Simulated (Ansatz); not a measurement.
The system is Fe.

```
Fe
1.0
    -1.44300    1.44300    1.44300
     1.44300   -1.44300    1.44300
     1.44300    1.44300   -1.44300
Fe
1
Direct
  0.00000 0.00000 0.00000
```

```yaml
Program: Ansatz 0.2.0
Task: relaxation of cell and atoms
Functional: PBEsol
Potentials_or_basis: all-electron LAPW, scalar-relativistic
Basis_error_allowed: 0.001 eV/atom
k_mesh: 13 × 13 × 13
Occupations: fermi-dirac, width 0.05 eV
Spin: collinear spin, ferromagnetic start
Starting_moments: "[3.0] μB"
```

At the start: volume 12.02 Å³/atom.

Q: How do energy, volume and symmetry change on relaxing?

A: Over 6 steps the energy falls by 80.0 meV/atom and the volume is 10.79 Å³/atom (-10.2 %); space group Im-3m (No. 229, to 0.05 Å); moment 2.05 μB per cell.

Step by step:
```csv
step,energy change (eV),largest force (eV/Å),volume (Å³)
1,0.0000,0.0000,12.02
2,-0.0680,0.0000,11.23
3,-0.0784,0.0000,10.64
4,-0.0800,0.0000,10.80
5,-0.0800,0.0000,10.79
6,-0.0800,0.0000,10.79
```

Final structure:
```xyz
1
Lattice="-1.3920 1.3920 1.3920 1.3920 -1.3920 1.3920 1.3920 1.3920 -1.3920" Properties=species:S:1:pos:R:3 pbc="T T T"
Fe    0.0000    0.0000    0.0000
```

Caveat: the volume moved by -10 % from the deposited cell, more than functionals usually miss.
